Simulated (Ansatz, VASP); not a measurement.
This is a calculation of SrCl2 for Ansatz 0.2.0.

File input.yaml:

```yaml
crystal:
  lattice:
    - [0.0, 3.5567663891, 3.5567663891]
    - [3.5567663891, 0.0, 3.5567663891]
    - [3.5567663891, 3.5567663891, 0.0]
  atoms:
    - { symbol: Sr, position: [0.0, 0.0, 0.0] }
    - { symbol: Cl, position: [0.75, 0.75, 0.75] }
    - { symbol: Cl, position: [0.25, 0.25, 0.25] }
kpoints:
  mp_grid: { grid: [7, 7, 7] }
scf:
  occupations: { method: fermi_dirac, width: 0.05 }
hamiltonian:
  xc: pbe
  pseudopotentials: { kind: all_electron, lapw: { basis_error: 0.001 } }
output:
  forces: true
  stress: true
  eigenvalues: true
```

Potentials or basis: all-electron LAPW, scalar-relativistic.

Run with:

```sh
$ ansatz run input.yaml --threads 2 --pin off --max-ram 6144MiB --backend cpu --events-out ev --progress --plain --runs-dir out
```

Translate it to VASP 6.6.1. Potentials there: VASP PAW PBE potentials, release 64 (Sr_sv, Cl).

As run (the cutoff follows the program's own potentials):

Contents of INCAR:

```
SYSTEM = SrCl2
PREC = Accurate
ENCUT = 520
EDIFF = 1E-6
ISMEAR = -1
SIGMA = 0.05
LREAL = .FALSE.
LASPH = .TRUE.
NELM = 100
ALGO = Normal
ISIF = 2
LWAVE = .FALSE.
LCHARG = .FALSE.
GGA = PE
NBANDS = 19
```

File KPOINTS:

```
regular mesh
0
G
  7 7 7
  0 0 0
```

Contents of POSCAR:

```
SrCl2
1.0
    0.0000000000      3.5567663891      3.5567663891
    3.5567663891      0.0000000000      3.5567663891
    3.5567663891      3.5567663891      0.0000000000
Sr Cl
1 2
Direct
    0.0000000000      0.0000000000      0.0000000000
    0.7500000000      0.7500000000      0.7500000000
    0.2500000000      0.2500000000      0.2500000000
```

Potentials or basis: VASP PAW PBE potentials, release 64 (Sr_sv, Cl).

Command:

```bash
$ cat potpaw_PBE.64/Sr_sv/POTCAR potpaw_PBE.64/Cl/POTCAR > POTCAR
$ mpirun -np 1 vasp_std > vasp.out
```

Both were run:

|  | VASP | Ansatz | Ansatz less VASP |
| --- | --- | --- | --- |
| gap on the k mesh at the Fermi level (eV) | 5.15 | 5.15 | +0.003 |
| least direct gap on the mesh (eV) | 5.43 | 5.43 | +0.001 |
| pressure (GPa) | -0.9 | -1.0 | -0.06 |

Ansatz ran all-electron here, so the differences hold the error of VASP's frozen core and of both bases.

Caveats: an odd mesh through Γ misses points on the zone boundary, where band edges often lie.
